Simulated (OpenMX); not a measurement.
**Au: single point with PBE+D3(BJ)**

Crystal: Au.

```
Au
1.0
     4.07000    0.00000    0.00000
     0.00000    4.07000    0.00000
     0.00000    0.00000    4.07000
Au
4
Direct
  0.00000 0.00000 0.00000
  0.00000 0.50000 0.50000
  0.50000 0.00000 0.50000
  0.50000 0.50000 0.00000
```

| Item | Value |
| --- | --- |
| Program | OpenMX 3.8.5 |
| Task | single point |
| Functional | PBE |
| Dispersion | D3(BJ) |
| Potentials or basis | OpenMX 2013 PBE set, Au7.0-s3p2d2f1, grid cutoff 400 Ry |
| k mesh | 7 × 7 × 7 |
| Occupations | fermi-dirac, width 0.05 eV |
| Spin | no spin polarisation |
| Mixing scheme | rmm-diisk |
| SCF threshold | 1e-08 Ha |
| Solver | band |
| Max SCF cycles | 100 |

| Item | Value |
| --- | --- |
| Pressure | 5.9 GPa |
| Band gap on the k mesh | none (metal or under the smearing width) |
| Dispersion energy per atom | -0.673 eV |

Levels at points of the mesh, in eV from the Fermi level:
```
           k point  band 32  band 33  band 34  band 35  band 36  band 37
(0.00, 0.00, 0.00)    -1.52    -1.52     1.05     1.05     1.05     6.16
```

It took 5 min on 1 thread of Arm Neoverse V2, on a shared host, peak memory 1.3 GiB.

Caveat: the basis of atomic orbitals isn't converged, which shifts pressures, moduli and gaps; pairwise dispersion overbinds metals, which lowers pressure and volume. The run has no spin-orbit coupling, so splittings on Au are missing.
